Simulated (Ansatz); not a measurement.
CsI:
```
CELL_PARAMETERS angstrom
      4.66629     0.00000     0.00000
      0.00000     4.66629     0.00000
      0.00000     0.00000     4.66629
ATOMIC_POSITIONS crystal
  Cs 0.00000 0.00000 0.00000
  I  0.50000 0.50000 0.50000
```

Relaxed with PBE. Special points in fractions of this cell's reciprocal vectors: Γ (0.000, 0.000, 0.000); X (0.000, 0.500, 0.000); M (0.500, 0.500, 0.000); R (0.500, 0.500, 0.500).

Problem. List the band energies nearest the valence-band maximum at these points for the program Ansatz at the PBE level (PAW).

Solution. In eV from the valence-band maximum; about four levels below and three above (degenerate sets whole), none deeper than 8.9 eV; points with the same levels are listed once.

```json
[
 {"k": "Γ", "below": "-7.17 -7.17 -7.17 -0.09 -0.09 -0.09", "above": "3.69 4.28 4.28"},
 {"k": "X", "below": "-7.12 -7.12 -1.40 -0.20 -0.20", "above": "5.22 6.23 6.45"},
 {"k": "M", "below": "-7.09 -0.81 -0.81 0.00", "above": "4.26 4.90 6.09 6.09"},
 {"k": "R", "below": "-7.38 -7.38 -7.38 -1.15 -1.15 -1.15", "above": "6.98 6.98 6.98"}
]
```

Space group Pm-3m (CsCl type). The PBE relaxation kept the symmetry of its start. Scalar-relativistic: spin–orbit coupling is off unless named, which matters more the heavier the elements.

Potentials: the later of the program's two PAW sets.
